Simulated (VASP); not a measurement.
# Cu (Fm-3m) in VASP: further runs, part 2 of 2

VASP 6.6.1. The steps go on from the part before.

### Step 4. Relaxation of the atoms, PBEsol (a relaxed cell with its volume scaled by 1.06)

INCAR reads:

```
PREC     = Accurate       # precision mode
ENCUT    = 600            # plane-wave cutoff, eV
EDIFF    = 1E-7           # SCF threshold, eV
ISMEAR   = 1              # smearing method
SIGMA    = 0.1            # smearing width, eV
LREAL    = F              # projectors in reciprocal space
LASPH    = T              # aspherical terms in the spheres
NELM     = 80             # most SCF steps
ALGO     = Normal         # electronic algorithm
ISIF     = 2              # what is computed and relaxed
LWAVE    = F              # write WAVECAR
LCHARG   = F              # write CHGCAR
GGA      = PS             # functional
IBRION   = 2              # ionic algorithm
NSW      = 40             # ionic steps
EDIFFG   = -0.01          # ionic threshold
```

KPOINTS reads:

```
Automatic mesh
0
Gamma
  18 18 18
```

POSCAR reads:

```
Cu                                      
1.0
    0.0000000000      1.8198667822      1.8198667822
    1.8198667822      0.0000000000      1.8198667822
    1.8198667822      1.8198667822      0.0000000000
  Cu            
     1
Direct
     0.0000000000000000    0.0000000000000000    0.0000000000000000
```

Potentials or basis: VASP PAW PBE potentials, release 64 (Cu).

Started as:

```console
cat potpaw_PBE.64/Cu/POTCAR > POTCAR
mpirun -np 1 vasp_std > vasp.out
```

OUTCAR:

```text
PREC = Accurate
   ENCUT = 600
   EDIFF = 1E-7
   ISMEAR = 1
   LREAL = F
   LASPH = T
   NELM = 80
   ISIF = 2
   GGA = PS
   IBRION = 2
   NSW = 40
   EDIFFG = -0.01

 ion  position               nearest neighbor table
   1  0.000  0.000  0.000-

  LATTYP: Found a face centered cubic cell.
 ALAT       =     3.6397335644

  Lattice vectors:

 A1 = (   0.0000000000,   1.8198667822,   1.8198667822)
 A2 = (   1.8198667822,   0.0000000000,   1.8198667822)
 A3 = (   1.8198667822,   1.8198667822,   0.0000000000)

Analysis of symmetry for initial positions (statically):
=====================================================================
 Subroutine PRICEL returns:
 Original cell was already a primitive cell.

 Routine SETGRP: Setting up the symmetry group for a
 face centered cubic supercell.

 Subroutine GETGRP returns: Found 48 space group operations
 (whereof 48 operations were pure point group operations)
 out of a pool of 48 trial point group operations.

The static configuration has the point symmetry O_h .

Analysis of symmetry for dynamics (positions and initial velocities):
=====================================================================
[... 160 lines left out ...]

 val. band max:        7.0577640729   @ k =   0.5000   0.3333   0.1667
 cond. band min:       7.1175848995   @ k =   0.5000   0.2778   0.1111
 fundamental gap:      0.0598208266
 Fermi energy:         7.1086998653

 k-point     1 :       0.0000    0.0000    0.0000
  band No.  band energies     occupation
      1      -2.0827      2.00000
      2       4.1934      2.00000
      3       4.1934      2.00000
      4       4.1934      2.00000
      5       4.9999      2.00000
      6       4.9999      2.00000
      7      29.5684      0.00000
      8      32.0254      0.00000
      9      32.0254      0.00000
[... 265 lines left out ...]
 k-point    24 :      -0.2222    0.0556    0.0000
  band No.  band energies     occupation
      1      -0.0364      2.00000
      2       3.9093      2.00000
      3       4.3478      2.00000
      4       4.3851      2.00000
      5       4.9524      2.00000
      6       5.1889      2.00000
      7      19.9207      0.00000
      8      26.8282      0.00000
      9      30.5423      0.00000

 [... further k-points ...]
[... 5 lines left out ...]
  --------------------------------------------------------------------------------------
  -------------------------------------------------------------------------------------
  Total       -0.6168511     -0.6168511     -0.6168511     -0.0000000     -0.0000000      0.0000000
  in kB      -81.9864600    -81.9864600    -81.9864600     -0.0000000     -0.0000000      0.0000000
  external PRESSURE =     -81.9864600 kB  Pullay stress =       0.0000000 kB

 VOLUME and BASIS-vectors are now :
 -----------------------------------------------------------------------------
  energy-cutoff  :      600.00
  volume of cell :       12.05
      direct lattice vectors                 reciprocal lattice vectors
     0.000000000  1.819866782  1.819866782    -0.274745385  0.274745385  0.274745385
     1.819866782  0.000000000  1.819866782     0.274745385 -0.274745385  0.274745385
     1.819866782  1.819866782  0.000000000     0.274745385  0.274745385 -0.274745385

 POSITION                                       TOTAL-FORCE (eV/Angst)
 -----------------------------------------------------------------------------------
      0.00000      0.00000      0.00000         0.000000      0.000000      0.000000
 -----------------------------------------------------------------------------------
    total drift:                                0.000000     -0.000000     -0.000000

  FREE ENERGIE OF THE ION-ELECTRON SYSTEM (eV)
  ---------------------------------------------------
  free  energy   TOTEN  =        -4.2902080393 eV

  energy  without entropy=       -4.2902541412  energy(sigma->0) =       -4.29022341

 reached required accuracy - stopping structural energy minimisation
```

OSZICAR:

```text
N       E                     dE             d eps       ncg     rms          rms(c)
DAV:   1     0.382218522224E+02    0.38222E+02   -0.62876E+03  3582   0.229E+03
DAV:   2    -0.488458956124E+01   -0.43106E+02   -0.40941E+02  3529   0.206E+02
DAV:   3    -0.535892255987E+01   -0.47433E+00   -0.47278E+00  4154   0.314E+01
DAV:   4    -0.536218339705E+01   -0.32608E-02   -0.32605E-02  4384   0.235E+00
DAV:   5    -0.536221964948E+01   -0.36252E-04   -0.36252E-04  4174   0.188E-01    0.835E+00
DAV:   6    -0.478053231475E+01    0.58169E+00   -0.21089E+01  3696   0.108E+02    0.452E+00
DAV:   7    -0.430260017372E+01    0.47793E+00   -0.33197E+00  3759   0.427E+01    0.496E-01
DAV:   8    -0.429280441980E+01    0.97958E-02   -0.10840E-02  4437   0.251E+00    0.384E-01
DAV:   9    -0.429020800956E+01    0.25964E-02   -0.17973E-02  3824   0.287E+00    0.326E-02
DAV:  10    -0.429020673827E+01    0.12713E-05   -0.90581E-05  5140   0.209E-01    0.489E-03
DAV:  11    -0.429020811689E+01   -0.13786E-05   -0.88994E-07  4459   0.121E-02    0.112E-03
DAV:  12    -0.429020800862E+01    0.10827E-06   -0.97352E-08  2296   0.690E-03    0.822E-05
DAV:  13    -0.429020803928E+01   -0.30663E-07   -0.26799E-09  1962   0.912E-04
   1 F= -.42902080E+01 E0= -.42902234E+01  d E =-.429021E+01
```

CONTCAR:

```text
Cu
   1.00000000000000
     0.0000000000000000    1.8198667822000001    1.8198667822000001
     1.8198667822000001    0.0000000000000000    1.8198667822000001
     1.8198667822000001    1.8198667822000001    0.0000000000000000
  Cu
     1
Direct
     0.0000000000000000    0.0000000000000000    0.0000000000000000

  0.00000000E+00  0.00000000E+00  0.00000000E+00
```

Wall time 10 s (1 thread of Intel Xeon 6975P-C (Granite Rapids), shared host); peak memory 0.15 GiB.

Results:

| Property | Result |
| --- | --- |
| Free energy | -4.2902 eV |
| Pressure after relaxing | -8.2 GPa |
| Band gap on the k mesh | none (metal or under the smearing width) |

Final structure:
```xyz
1
Lattice="0.0000 1.8199 1.8199 1.8199 0.0000 1.8199 1.8199 1.8199 0.0000" Properties=species:S:1:pos:R:3 pbc="T T T"
Cu    0.0000    0.0000    0.0000
```

Levels at points of the mesh, in eV from the Fermi level:
| k point | band 3 | band 4 | band 5 | band 6 | band 7 | band 8 | band 9 |
| --- | --- | --- | --- | --- | --- | --- | --- |
| (0.00, 0.00, 0.00) | -2.92 | -2.92 | -2.11 | -2.11 | 22.46 | 24.92 | 24.92 |
| (0.50, 0.00, 0.00) | -2.94 | -1.56 | -1.56 | -0.94 | 3.68 | 20.96 | 21.74 |
| (0.50, 0.50, 0.00) | -1.57 | -1.42 | -1.42 | 1.51 | 7.00 | 12.92 | 12.92 |

Caveat: the relaxation stopped at its first step, so nothing moved; the PAW data sets were made with another functional, which shifts forces and pressure a little.

### Step 5. Summary

```csv
cell,gap on the mesh (eV),pressure (GPa)
atoms relaxed from: a relaxed cell with its volume scaled by 1.02,none,-3.0
atoms relaxed from: a relaxed cell with its volume scaled by 1.04,none,-5.8
atoms relaxed from: a relaxed cell with its volume scaled by 1.06,none,-8.2
```

Alike in all rows: task relaxation of the atoms; level PBEsol; potentials or basis VASP PAW PBE potentials, release 64 (Cu); no spin polarisation; k mesh 18 × 18 × 18; cutoff (eV) 600; smearing methfessel-paxton 0.1 eV.

Caveats: the relaxation stopped at its first step, so nothing moved; the PAW data sets were made with another functional, which shifts forces and pressure a little.

Absolute energies hang on the potentials; compare differences alone.
